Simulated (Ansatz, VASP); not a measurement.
One calculation of NaCl, two programs

Contents of INCAR:

```
PREC     = Accurate       # precision mode
ENCUT    = 520            # plane-wave cutoff, eV
EDIFF    = 1E-6           # SCF threshold, eV
ISMEAR   = 0              # smearing method
SIGMA    = 0.01           # smearing width, eV
LREAL    = F              # projectors in reciprocal space
LASPH    = T              # aspherical terms in the spheres
NELM     = 80             # most SCF steps
ALGO     = Normal         # electronic algorithm
ISIF     = 2              # what is computed and relaxed
LWAVE    = F              # write WAVECAR
LCHARG   = F              # write CHGCAR
GGA      = PE             # functional
NBANDS   = 14             # bands
```

Contents of KPOINTS:

```
Automatic mesh
0
Gamma
  8 8 8
```

File POSCAR:

```
NaCl
1.0
    0.0000000000      2.8027319359      2.8027319359
    2.8027319359      0.0000000000      2.8027319359
    2.8027319359      2.8027319359      0.0000000000
Na Cl
1 1
Direct
    0.0000000000      0.0000000000      0.0000000000
    0.5000000000      0.5000000000      0.5000000000
```

Input for Ansatz:

```yaml
crystal:
  lattice:
    - [0.0, 2.8027319359, 2.8027319359]
    - [2.8027319359, 0.0, 2.8027319359]
    - [2.8027319359, 2.8027319359, 0.0]
  atoms:
    - { symbol: Na, position: [0.0, 0.0, 0.0] }
    - { symbol: Cl, position: [0.5, 0.5, 0.5] }
kpoints:
  mp_grid: { grid: [8, 8, 8] }
  band_path:
    path:
      - [0.0, 0.0, 0.0]
      - [0.5, 0.0, 0.5]
      - [0.625, 0.25, 0.625]
      - [0.375, 0.375, 0.75]
      - [0.5, 0.5, 0.5]
      - [0.5, 0.25, 0.75]
    npoints: 1
hamiltonian:
  xc: pbe
scf:
  occupations: { method: fixed }
  n_extra_bands: 4
output:
  forces: true
  stress: true
  eigenvalues: true
```

Alike in both runs: task single point; functional PBE; k mesh 8 × 8 × 8; no spin polarisation.

|  | VASP | Ansatz |
| --- | --- | --- |
| version | VASP 6.6.1 | Ansatz 0.2.0 |
| potentials or method | VASP PAW PBE potentials, release 64 (Na_pv, Cl) | plane waves, PAW |
| plane-wave cutoff (eV) | 520 | 420 |
| occupations | gaussian, width 0.01 eV | fixed |
| valence electrons in the cell | 14 | 16 |

Ansatz gave:

| Quantity | Value |
| --- | --- |
| gap on the k mesh at the Fermi level (eV) | 5.18 |
| pressure (GPa) | 1.3 |

Which values does VASP return?

gap on the k mesh at the Fermi level (eV): 5.18; pressure (GPa): 1.2.

The two sets of potentials don't hold the same shells in valence.

PBE gaps usually lie below the measured ones, often by a third to a half.
